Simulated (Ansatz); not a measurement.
Level of theory: DFT PBE, scalar-relativistic, plane waves, PAW in Ansatz. Settings: cutoff 420 eV, Γ-centred meshes spaced at most about 0.3 Å⁻¹, and about 0.25 Å⁻¹ or finer for metals (2π included), Gaussian smearing. No spin polarisation.

These are static total energies at zero pressure.

Two relaxed structures of InH:

1.

Space group P6/mmm (No. 191). a = 3.169 Å, b = 3.169 Å, c = 3.895 Å, α = 90.00°, β = 90.00°, γ = 120.00°
```tsv
atom	site	symmetry	x	y	z
In	1b	6/mmm	0.0000	0.0000	0.5000
H	1a	6/mmm	0.0000	0.0000	0.0000
```

2.

Space group F-43m (No. 216). a = 5.219 Å, b = 5.219 Å, c = 5.219 Å, α = 90.00°, β = 90.00°, γ = 90.00°
| atom | site | symmetry | x | y | z |
| --- | --- | --- | --- | --- | --- |
| In | 4a | -43m | 0.0000 | 0.0000 | 0.0000 |
| H | 4c | -43m | 0.2500 | 0.2500 | 0.2500 |

Task: Which would you expect to be lower, and how large is the difference?

Result: Cell 1 is lower, by 178 meV/atom. Cell 1 has space group P6/mmm (No. 191), 16.9 Å³/atom and no gap on its mesh; cell 2 has the zinc blende type, space group F-43m (No. 216), 17.8 Å³/atom and no gap. Counting H atoms around In (those within 1.25 times the shortest such distance or 1.15 times the sum of covalent radii), cell 1 has In 2 and cell 2 has In 4. The denser one is the lower, and pressure would at first widen the difference. Even the lower one lies +0.28 eV/atom against the reference forms of the elements (uncorrected), so neither is stable at this level. In cell 1, around In lie 2 H at 1.95 Å; H has 2 In at 1.95 Å. In cell 2, around In lie 4 H at 2.26 Å; H is surrounded by 4 In at 2.26 Å. Both come from invented guesses.

With hydrogen, zero-point motion can shift such differences by 10 meV/atom or more. Cells relaxed within their symmetry can be saddle points.
